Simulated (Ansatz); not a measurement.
Set up this calculation in Ansatz 0.2.0, as the native input.

- Task: single point
- Functional: LDA
- Potentials or basis: Ansatz PAW
- Cutoff: 420 eV (not typed: the program's choice for these potentials)
- k mesh: 6 × 6 × 4
- Occupations: gaussian, width 0.05 eV
- Spin: collinear spin, ferromagnetic start
- Starting moments: [1.0, 0.0, 0.0] μB
- Fixed moment: 1 μB
- Hubbard terms: Pt d U = 5 eV
- Hubbard projectors: ortho-atomic (the default)
- Double counting: fll (the default)

The system is PtS2.

```
Pt S
1.0
     3.11651   -1.91048    0.00000
     3.11651    1.91048    0.00000
    -0.00307    0.00000    4.39494
Pt S
1 2
Cartesian
  0.0000 0.0000 0.0000
  4.2868 0.0000 1.2697
  1.9431 0.0000 3.1252
```

The cell was built by a generator and isn't the measured one.

These files were run (other wordings do the same):

input.yaml

```yaml
crystal:
  lattice:
    - [3.1165126, -1.91048421, 0.0]
    - [3.1165126, 1.91048421, 0.0]
    - [-0.00306824, 0.0, 4.39493629]
  atoms:
    - { symbol: Pt, position: [0.0, 0.0, 0.0], spin: 1.0 }
    - { symbol: S, position: [0.6879, 0.6879, 0.2889] }
    - { symbol: S, position: [0.3121, 0.3121, 0.7111] }
hamiltonian:
  xc: lda
  pseudopotentials: { kind: paw }
  hubbard: { sites: [{ species: Pt, l: d, u_eff: 5.0 }] }
magnetization:
  spin_polarized: true
  initial_magnetization: 1.0
  spin_locking: { lock_magnetization: hard }
kpoints:
  mp_grid: { grid: [6, 6, 4] }
scf:
  occupations: { method: gaussian, width: 0.05 }
output:
  forces: true
  stress: true
  eigenvalues: true
```

Potentials or basis: Ansatz PAW.

Run with:

```sh
$ ansatz run input.yaml --threads 2 --pin off --max-ram 5632MiB --backend cpu --events-out ev --progress --plain --runs-dir out
```

It gave:

```
Pressure        : -9.1 GPa
Largest force   : 0.844 eV/Å
Net moment      : 1.00 μB per cell
Absolute moment : 1.00 μB per cell
Site moments    : Pt +0.28; S +0.22 μB
```

Caveat: the magnetic or orbital state may not be the lowest; the total moment is fixed, so each spin has its own Fermi level; the PAW data sets come from PBE, with cores solved anew for the run's functional, which leaves a small shift of forces and pressure; the thresholds are loose for stress.

It took 3.6 s on 2 threads of Arm Neoverse V2 (shared host), peak memory 0.4 GiB.
